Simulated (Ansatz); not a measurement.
**Si: single point with LDA**

Crystal: Si.

```
Si
1.0
    -0.05735    2.72496    2.66440
     2.68527   -0.07610    2.68315
     2.66461    2.72306   -0.05545
Si
2
Direct
  0.50000 0.50000 0.50000
  0.75000 0.75000 0.75000
```

The cell isn't the ideal one: cell strained at random at fixed volume.

* Program: Ansatz 0.2.0
* Task: single point
* Functional: LDA
* Potentials or basis: all-electron LAPW, scalar-relativistic
* Cutoff: 235 eV (chosen from the basis error)
* Basis error allowed: 0.001 eV/atom
* k mesh: 8 × 8 × 8
* Occupations: gaussian, width 0.01 eV
* Spin: no spin polarisation

```
Pressure               : -2.0 GPa
Largest force          : 0.413 eV/Å
Band gap on the k mesh : 0.34 eV, indirect (least direct gap 2.19 eV)
```

Forces in eV/Å, atoms in the order of the input:
```
Si  -0.264 -0.159 -0.276
Si   0.264  0.159  0.276
```

Stress tensor (GPa, compression positive):
```
-1.33  2.87  1.51
 2.87 -3.44  2.74
 1.51  2.74 -1.26
```

Levels at points of the mesh, in eV from the valence-band top:
```
              k point  band 9  band 10  band 11  band 12  band 13  band 14  band 15  band 16
   (0.00, 0.00, 0.00)  -11.98    -0.17    -0.02     0.00     2.19     2.33     2.57     3.34
  (0.00, 0.00, -0.50)   -9.71    -7.01    -1.32    -1.12     1.35     3.02     3.56     7.50
  (0.00, -0.50, 0.00)   -9.80    -6.99    -1.26    -1.04     1.53     3.20     3.41     7.57
 (0.00, -0.50, -0.50)   -7.94    -7.71    -3.09    -2.80     0.36     0.66     9.63     9.78
  (-0.50, 0.00, 0.00)   -9.71    -7.01    -1.31    -1.11     1.37     3.03     3.55     7.51
 (-0.50, 0.00, -0.50)   -8.01    -7.89    -2.86    -2.70     0.59     0.76     9.71     9.84
 (-0.50, -0.50, 0.00)   -7.95    -7.70    -3.10    -2.80     0.34     0.66     9.63     9.80
(-0.50, -0.50, -0.50)   -9.42    -7.09    -1.51    -1.32     0.99     3.01     3.27     7.24
```

Run time: 20 s on 1 thread of Intel(R) Xeon(R) Processor @ 2.70GHz (shared host), peak memory 0.48 GiB.

A k mesh can miss the band edges.
